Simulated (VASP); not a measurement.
Set up this calculation in VASP 6.6.1, as the native input.

```yaml
Task: relaxation of the atoms
Functional: r2SCAN
Potentials_or_basis: VASP PAW PBE potentials, release 64 (H)
Cutoff: 520 eV
k_mesh: 1 × 1 × 1
Occupations: gaussian, width 0.02 eV
Spin: no spin polarisation
Dipole_correction: no
Further_INCAR_settings: ALGO = Normal; EDIFF = 1e-07; IBRION = 2; EDIFFG = -0.02; NSW = 80
```

The system is H2, in a box.

```
CELL_PARAMETERS angstrom
9.00000 0.00000 0.00000
0.00000 9.50000 0.00000
0.00000 0.00000 10.00000
ATOMIC_POSITIONS crystal
H 0.50000 0.50000 0.46250
H 0.50000 0.50000 0.53750
```

One way to write it, as run:

POSCAR

```
H
1.0
    9.0000000000      0.0000000000      0.0000000000
    0.0000000000      9.5000000000      0.0000000000
    0.0000000000      0.0000000000     10.0000000000
H
2
Direct
    0.5000000000      0.5000000000      0.4625000000
    0.5000000000      0.5000000000      0.5375000000
```

INCAR.step1

```
SYSTEM = H
ALGO     = Normal         ! electronic algorithm
EDIFF    = 1E-4           ! SCF threshold, eV
ENCUT    = 520            ! plane-wave cutoff, eV
GGA      = PE             ! functional
ISMEAR   = 0              ! smearing method
LASPH    = .True.         ! aspherical terms in the spheres
LCHARG   = .False.        ! write CHGCAR
LREAL    = .False.        ! projectors in reciprocal space
LWAVE    = .True.         ! write WAVECAR
NELM     = 100            ! most SCF steps
PREC     = Accurate       ! precision mode
SIGMA    = 0.02           ! smearing width, eV
```

INCAR.step2

```
SYSTEM = H
ALGO     = Normal         ! electronic algorithm
EDIFF    = 1E-7           ! SCF threshold, eV
EDIFFG   = -0.02          ! ionic threshold
ENCUT    = 520            ! plane-wave cutoff, eV
IBRION   = 2              ! ionic algorithm
ISIF     = 2              ! what is computed and relaxed
ISMEAR   = 0              ! smearing method
ISTART   = 1            
LASPH    = .True.         ! aspherical terms in the spheres
LCHARG   = .False.        ! write CHGCAR
LMIXTAU  = .True.       
LREAL    = .False.        ! projectors in reciprocal space
LWAVE    = .False.        ! write WAVECAR
METAGGA  = R2SCAN         ! meta-GGA
NELM     = 100            ! most SCF steps
NSW      = 80             ! ionic steps
PREC     = Accurate       ! precision mode
SIGMA    = 0.02           ! smearing width, eV
```

KPOINTS

```
k-points
0
Gamma
  1 1 1
  0 0 0
```

Potentials or basis: VASP PAW PBE potentials, release 64 (H).

The run is started by

```bash
$ cat potpaw_PBE.64/H/POTCAR > POTCAR
$ cp INCAR.step1 INCAR
$ mpirun -np 1 vasp_gam > vasp.out
$ cp INCAR.step2 INCAR
$ mpirun -np 1 vasp_gam > vasp.out
```

Results of the run:

```yaml
Energy_gained_by_relaxing: 0.7 meV/atom
Ionic_steps: 3
Gap_between_the_frontier_levels: 11.10 eV
```

Run time: 15 min on 1 thread of Intel(R) Xeon(R) Platinum 8488C (Sapphire Rapids), on a shared host, peak memory 0.94 GiB.
